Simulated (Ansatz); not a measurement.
## LiCl (Fm-3m), two-dimensional strain map

The calculation used Ansatz, DFT PBE, scalar-relativistic, plane waves, PAW. Cutoff 420 eV, Γ-centred 8×8×8 k-points, Gaussian smearing of 0.05 eV. No spin polarisation. Energies are free energies at this smearing, counted from the undisturbed cell; pressure is positive in compression.

Zero of the scan (as given, not relaxed at this level; it stands at 0.4 GPa):

```
Li Cl
1.0
     0.00000    2.56476    2.56476
     2.56476    0.00000    2.56476
     2.56476    2.56476    0.00000
Li Cl
1 1
Direct
  0.00000 0.00000 0.00000
  0.50000 0.50000 0.50000
```

The cell is strained by p along both x and y and by q along z, fractional coordinates fixed. Points are written (p, q).

Energy above the undisturbed cell in meV/atom (a dash: not computed):

| p \ q | -0.050 | -0.025 | 0.000 | 0.025 | 0.050 |
| --- | --- | --- | --- | --- | --- |
| -0.050 | 52.9 | 38.3 | 29.0 | 23.9 | 21.9 |
| -0.025 | 25.2 | 13.8 | 7.7 | 5.5 | 6.0 |
| 0.000 | 11.1 | 3.1 | 0.0 | 0.6 | 3.8 |
| 0.025 | 7.4 | 2.6 | 2.5 | 5.9 | 11.8 |
| 0.050 | 11.4 | 9.8 | 12.7 | 18.8 | 27.3 |

Pressure in GPa:

```csv
p \ q,-0.050,-0.025,0.000,0.025,0.050
-0.050,7.6,6.1,4.9,3.9,3.2
-0.025,4.7,3.4,2.3,1.5,0.8
0.000,2.5,1.3,0.4,-0.4,-0.9
0.025,0.9,-0.2,-1.1,-1.7,-2.2
0.050,-0.4,-1.4,-2.1,-2.7,-3.2
```

Gap on the k-mesh in eV:

```csv
p \ q,-0.050,-0.025,0.000,0.025,0.050
-0.050,6.88,6.81,6.74,6.69,6.53
-0.025,6.81,6.79,6.59,6.40,6.24
0.000,6.58,6.45,6.33,6.15,5.99
0.025,6.27,6.15,6.03,5.93,5.77
0.050,5.99,5.88,5.77,5.67,5.58
```